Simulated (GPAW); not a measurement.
The system is CuO.

```
CELL_PARAMETERS angstrom
1.99097 -2.15355 0.00000
1.99097 2.15355 0.00000
0.00000 0.00000 5.15593
ATOMIC_POSITIONS crystal
Cu 0.50000 0.00000 0.00000
Cu 0.00000 0.50000 0.50000
O 0.50000 0.50000 0.25000
O 0.50000 0.50000 0.75000
```

Measurements of this composition are mostly on another form, of space group No. 15.

```yaml
Program: GPAW 26.7.0
Task: single point
Functional: PBEsol
Potentials_or_basis: PAW data sets generated in the run's folder for this functional
Cutoff: 800 eV
Basis: pw
k_mesh: 9 × 9 × 5
Occupations: fermi-dirac, width 0.05 eV
Spin: no spin polarisation
```

On this cell: pressure -3.7 GPa; largest force under 0.003 eV/Å; band gap on the k mesh none (metal or under the smearing width).

The same run follows on a disturbed copy (atoms moved at random, drawn with an rms of 0.05 Å):

```
CELL_PARAMETERS angstrom
1.99097 -2.15355 0.00000
1.99097 2.15355 0.00000
0.00000 0.00000 5.15593
ATOMIC_POSITIONS crystal
Cu 0.50139 0.99208 0.99690
Cu 0.99817 0.48870 0.49358
O 0.49427 0.50718 0.25213
O 0.50850 0.50044 0.74135
```

Question: What changes?

Answer: The energy (extrapolated to zero smearing) moves by +7.7 meV/atom; pressure -3.4 GPa; largest force 0.653 eV/Å; band gap on the k mesh none (metal or under the smearing width).

Forces in eV/Å, atoms in the order of the input:
```
Cu   0.301  0.324 -0.093
Cu   0.198  0.073  0.265
O   -0.187 -0.328 -0.533
O   -0.312 -0.070  0.362
```

Stress tensor (GPa, compression positive):
```
-2.54 -1.04 -0.99
-1.04 -3.70  0.42
-0.99  0.42 -3.95
```

Caveats: with this Cu data set, volumes or pressures lay over 1.5 % or 2 GPa off other programs in two to four cells of ten; the run has no spin polarisation, though such a crystal can be magnetic; semilocal functionals often make such compounds metallic where correlation or magnetic order opens a gap, which also shifts bond lengths.
